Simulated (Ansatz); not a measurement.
Crystal: Re.

```
CELL_PARAMETERS angstrom
2.76080 0.00000 0.00000
-1.38040 2.39092 0.00000
0.00000 0.00000 4.45820
ATOMIC_POSITIONS crystal
Re 0.66667 0.33333 0.75000
Re 0.33333 0.66667 0.25000
```

Base run:

| Item | Value |
| --- | --- |
| Program | Ansatz 0.2.0 |
| Functional | BLYP |
| Potentials or basis | all-electron LAPW, scalar-relativistic |
| Cutoff | 281 eV (chosen from the basis error) |
| Basis error allowed | 0.001 eV/atom |
| k mesh | 11 × 11 × 6 |
| Occupations | fermi-dirac, width 0.05 eV |
| Spin | no spin polarisation |

Its results: pressure 19.6 GPa.

**Question.** The run is repeated on the same cell with these changes: functional from BLYP to PBEsol. What comes out?

**Answer.** Pressure -4.1 GPa.

PBEsol binds more tightly than BLYP, so the same cell stands under less pressure.
